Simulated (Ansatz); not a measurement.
Al3Ru2:

```
CELL_PARAMETERS angstrom
-1.53890 1.53890 7.14310
1.53890 -1.53890 7.14310
1.53890 1.53890 -7.14310
ATOMIC_POSITIONS crystal
Ru 0.39413 0.39413 0.00000
Ru 0.60587 0.60587 0.00000
Al 0.19382 0.19382 0.00000
Al 0.80618 0.80618 0.00000
Al 0.00000 0.00000 0.00000
```

The cell comes from a database or a generator and needn't be the stable form of this composition.

```yaml
Program: Ansatz 0.2.0
Task: relaxation of cell and atoms
Functional: LDA
Potentials_or_basis: Ansatz PAW
Cutoff: "420 eV (not typed: the program's choice for these potentials)"
k_mesh: 12 × 12 × 12
Occupations: fermi-dirac, width 0.05 eV
Spin: no spin polarisation
```

At the start: volume 13.53 Å³/atom.

Question: Where does the relaxation end?

Answer: It ends after 5 steps and the volume is 13.16 Å³/atom (-2.8 %); space group I4/mmm (No. 139, to 0.05 Å).

Step by step:
| step | energy change (eV) | largest force (eV/Å) | volume (Å³) |
| --- | --- | --- | --- |
| 1 | 0.0000 | 0.1066 | 67.67 |
| 2 | -0.0310 | 0.1032 | 65.30 |
| 3 | -0.0337 | 0.0155 | 65.81 |
| 4 | -0.0338 | 0.0023 | 65.79 |
| 5 | -0.0333 | 0.0022 | 65.79 |

Final structure:
```yaml
crystal:
  lattice:
    - [-1.52475, 1.52475, 7.07437]
    - [1.52475, -1.52475, 7.07437]
    - [1.52475, 1.52475, -7.07437]
  atoms:
    - { symbol: Ru, position: [0.39449, 0.39449, 0.00000] }
    - { symbol: Ru, position: [0.60551, 0.60551, 0.00000] }
    - { symbol: Al, position: [0.19379, 0.19379, 0.00000] }
    - { symbol: Al, position: [0.80621, 0.80621, 0.00000] }
    - { symbol: Al, position: [0.00000, 0.00000, 0.00000] }
```

Caveat: the plane-wave basis is chosen anew once the cell has moved, so the energies of steps on either side of that aren't comparable; the PAW data sets come from PBE, with cores solved anew for the run's functional, which leaves a small shift of forces and pressure.
